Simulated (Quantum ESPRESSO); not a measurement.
# Zn (Fm-3m) in Quantum ESPRESSO: single point with PBEsol

Aim: the single point of Zn with PBEsol.

Program: Quantum ESPRESSO 7.5. These are calculated values, not measurements. Logs are shortened: lines on timing, memory, paths and dates and some standing lists are left out, and cuts for length are marked.

### 1 The structure

It takes space group Fm-3m (No. 225, cubic). Conventional cell: a = 3.930 Å, b = 3.930 Å, c = 3.930 Å, α = 90.00°, β = 90.00°, γ = 90.00°. Around Zn (site symmetry m-3m) lie 12 Zn at 2.78 Å.

This isn't the form of Zn at room conditions, which is hcp.

### 2 Single point, PBEsol

run.py

```python
import numpy as np
from ase.calculators.espresso import Espresso, EspressoProfile
from ase.io import read

atoms = read('POSCAR')

input_data = {
    'control': {'calculation': 'scf', 'prefix': 'pwscf', 'outdir': './tmp', 'tprnfor': True, 'tstress': True, 'disk_io': 'nowf'},
    'system': {'ecutwfc': 56.0, 'ecutrho': 448.0, 'nbnd': 16, 'occupations': 'smearing', 'smearing': 'fd', 'degauss': 0.00367493},
    'electrons': {'conv_thr': 2e-10, 'electron_maxstep': 120, 'mixing_beta': 0.5},
}
pseudopotentials = {'Zn': 'zn_pbesol_v1.uspp.F.UPF'}
profile = EspressoProfile(command='mpirun -n 2 pw.x -nk 2', pseudo_dir='pseudo')
dft = Espresso(profile=profile, input_data=input_data, pseudopotentials=pseudopotentials, kpts=(12, 12, 12), koffset=(0, 0, 0))
atoms.calc = dft

print(f'energy {atoms.get_potential_energy():.8f} eV')
print('forces (eV/A)')
print(np.round(atoms.get_forces(), 6))
print('stress (eV/A^3, Voigt)')
print(np.round(atoms.get_stress(), 8))
print(f'Fermi level {dft.get_fermi_level():.4f} eV')
```

POSCAR

```
Zn
1.0
    0.0000000000      1.9647760000      1.9647760000
    1.9647760000      0.0000000000      1.9647760000
    1.9647760000      1.9647760000      0.0000000000
Zn
1
Direct
    0.0000000000      0.0000000000      0.0000000000
```

Potentials or basis: GBRV 1.5 PBEsol.

Started as:

```console
$ OMP_NUM_THREADS=1 python run.py
```

The log of the run:

```text
energy -6275.47786170 eV
forces (eV/A)
[[0. 0. 0.]]
stress (eV/A^3, Voigt)
[ 0.03225855  0.03225855  0.03225855 -0.         -0.         -0.        ]
Fermi level 13.2957 eV
```

espresso.pwi:

```text
&CONTROL
   calculation      = 'scf'
   tstress          = .true.
   tprnfor          = .true.
   outdir           = './tmp'
   prefix           = 'pwscf'
   disk_io          = 'nowf'
   pseudo_dir       = 'pseudo'
/
&SYSTEM
   nbnd             = 16
   ecutwfc          = 56.0
   ecutrho          = 448.0
   occupations      = 'smearing'
   degauss          = 0.00367493
   smearing         = 'fd'
   ntyp             = 1
   nat              = 1
   ibrav            = 0
/
&ELECTRONS
   electron_maxstep = 120
   conv_thr         = 2e-10
   mixing_beta      = 0.5
/
&IONS
/
&CELL
/
&FCP
/
&RISM
/
ATOMIC_SPECIES
Zn 65.38 zn_pbesol_v1.uspp.F.UPF

K_POINTS automatic
12 12 12  0 0 0

CELL_PARAMETERS angstrom
0.00000000000000 1.96477600000000 1.96477600000000
1.96477600000000 0.00000000000000 1.96477600000000
1.96477600000000 1.96477600000000 0.00000000000000

ATOMIC_POSITIONS angstrom
Zn 0.0000000000 0.0000000000 0.0000000000
```

espresso.pwo:

```text
This program is part of the open-source Quantum ESPRESSO suite
     for quantum simulation of materials; please cite
         "P. Giannozzi et al., J. Phys.:Condens. Matter 21 395502 (2009);
         "P. Giannozzi et al., J. Phys.:Condens. Matter 29 465901 (2017);
         "P. Giannozzi et al., J. Chem. Phys. 152 154105 (2020);
     in publications or presentations arising from this work. More details at

Warning: card &CELL ignored
Warning: card &FCP ignored
Warning: card &RISM ignored

     Message from routine setup:
     using ibrav=0 with symmetry is DISCOURAGED, use correct ibrav instead

     K-points division:     npool     =       2
     Subspace diagonalization in iterative solution of the eigenvalue problem:
     a serial algorithm will be used

     G-vector sticks info
     --------------------
     sticks:   dense  smooth     PW     G-vecs:    dense   smooth      PW
     Sum         847     433    139                16361     5817    1067

     Using Slab Decomposition

     bravais-lattice index     =            0
     lattice parameter (alat)  =       5.2508  a.u.
     unit-cell volume          =     102.3684 (a.u.)^3
     number of atoms/cell      =            1
     number of atomic types    =            1
     number of electrons       =        20.00
     number of Kohn-Sham states=           16
     kinetic-energy cutoff     =      56.0000  Ry
     charge density cutoff     =     448.0000  Ry
     scf convergence threshold =      2.0E-10
     mixing beta               =       0.5000
     number of iterations used =            8  plain     mixing
     Exchange-correlation= SLA  PW   PSX  PSC
                           (   1   4  10   8   0   0   0)

     celldm(1)=   5.250817  celldm(2)=   0.000000  celldm(3)=   0.000000
     celldm(4)=   0.000000  celldm(5)=   0.000000  celldm(6)=   0.000000

     crystal axes: (cart. coord. in units of alat)
               a(1) = (   0.000000   0.707107   0.707107 )
               a(2) = (   0.707107   0.000000   0.707107 )
               a(3) = (   0.707107   0.707107   0.000000 )

[... 30 lines left out ...]
                       cart. coord. in units 2pi/alat
        k(    1) = (   0.0000000   0.0000000   0.0000000), wk =   0.0011574
        k(    2) = (   0.0589256   0.0589256  -0.0589256), wk =   0.0092593
        k(    3) = (   0.1178511   0.1178511  -0.1178511), wk =   0.0092593
        k(    4) = (   0.1767767   0.1767767  -0.1767767), wk =   0.0092593
        k(    5) = (   0.2357023   0.2357023  -0.2357023), wk =   0.0092593
        k(    6) = (   0.2946278   0.2946278  -0.2946278), wk =   0.0092593
[... 64 lines left out ...]
        k(   71) = (  -0.7071068   0.2357023   0.0000000), wk =   0.0138889
        k(   72) = (  -0.7071068   0.3535534   0.0000000), wk =   0.0069444

     Dense  grid:    16361 G-vectors     FFT dimensions: (  36,  36,  36)

     Smooth grid:     5817 G-vectors     FFT dimensions: (  25,  25,  25)

     Initial potential from superposition of free atoms

     starting charge      19.9999, renormalised to      20.0000
     Starting wfcs are   13 randomized atomic wfcs +    3 random wfcs

     Self-consistent Calculation

     iteration #  1     ecut=    56.00 Ry     beta= 0.50
     Davidson diagonalization with overlap
     ethr =  1.00E-02,  avg # of iterations =  4.4

     Threshold (ethr) on eigenvalues was too large:
     Diagonalizing with lowered threshold

     Davidson diagonalization with overlap
     ethr =  1.76E-04,  avg # of iterations =  1.4

     total energy              =    -461.22651390 Ry
     estimated scf accuracy    <       0.03491663 Ry
[... 50 lines left out ...]
     iteration #  9     ecut=    56.00 Ry     beta= 0.50
     Davidson diagonalization with overlap
     ethr =  1.22E-12,  avg # of iterations =  1.9

     End of self-consistent calculation

          k = 0.0000 0.0000 0.0000 (   725 PWs)   bands (ev):

  -112.7967 -67.0979 -67.0979 -67.0979   2.9746   5.7846   5.7846   5.7846
     6.1675   6.1675  31.5648  31.5648  31.5648  31.9381  34.1308  34.1308
[... 308 lines left out ...]
  -112.7940 -67.1149 -67.1110 -67.1053   5.3347   5.4832   6.0103   6.2436
     6.4646  14.2650  15.0276  16.0941  21.4872  28.7253  34.9182  40.2307

          k =-0.7071 0.1179-0.0000 (   720 PWs)   bands (ev):

  -112.7940 -67.1179 -67.1074 -67.1066   5.1604   5.2276   6.3778   6.3915
     6.5267  12.7499  15.2517  20.0567  20.4161  27.4544  28.4244  45.0805

          k =-0.2357-0.4714 0.7071 (   728 PWs)   bands (ev):
[... 36 lines left out ...]
  -112.7940 -67.1126 -67.1126 -67.1066   5.4376   5.6835   5.6835   6.1898
     6.5269  15.5875  15.5875  16.4195  17.3898  34.9208  35.2778  35.2778

     the Fermi energy is    13.2957 ev

!    total energy              =    -461.23915584 Ry
     estimated scf accuracy    <          3.3E-12 Ry
     smearing contrib. (-TS)   =      -0.00024389 Ry
     internal energy E=F+TS    =    -461.23891195 Ry

     The total energy is F=E-TS. E is the sum of the following terms:
     one-electron contribution =    -359.43852942 Ry
     hartree contribution      =     186.88308753 Ry
     xc contribution           =     -41.71338037 Ry
     ewald contribution        =    -246.97008970 Ry

     convergence has been achieved in   9 iterations

     Forces acting on atoms (cartesian axes, Ry/au):

     atom    1 type  1   force =     0.00000000    0.00000000    0.00000000

     Total force =     0.000000     Total SCF correction =     0.000000

     Computing stress (Cartesian axis) and pressure

          total   stress  (Ry/bohr**3)                   (kbar)     P=      -51.68
  -0.00035134   0.00000000   0.00000000          -51.68        0.00        0.00
   0.00000000  -0.00035134   0.00000000            0.00      -51.68        0.00
   0.00000000   0.00000000  -0.00035134            0.00        0.00      -51.68

=------------------------------------------------------------------------------=
   JOB DONE.
=------------------------------------------------------------------------------=
```

Wall time 6.5 s (2 MPI ranks of Arm Neoverse V2, shared host); peak memory 0.16 GiB.

Results:

* Free energy: -6275.4784 eV
* Pressure: -5.2 GPa
* Band gap on the k mesh: none (metal or under the smearing width)

Levels at points of the mesh, in eV from the Fermi level:
```csv
k point,band 8,band 9,band 10,band 11,band 12,band 13
"(0.00, 0.00, 0.00)",-7.51,-7.13,-7.13,18.27,18.27,18.27
"(0.00, 0.00, -0.50)",-6.84,-6.84,-2.87,-1.32,15.24,15.24
"(0.00, -0.50, -0.50)",-6.77,-6.77,-0.97,1.78,8.41,8.41
```

### 3 For comparison

An earlier run on the cell as given: functional PBEsol; potentials or basis GBRV 1.5 PBEsol; cutoff 762 eV; density cutoff 6095 eV; k mesh 12 × 12 × 12; occupations fermi-dirac, width 0.05 eV; no spin polarisation.

- Pressure: -5.2 GPa
- Band gap on the k mesh: none (metal or under the smearing width)
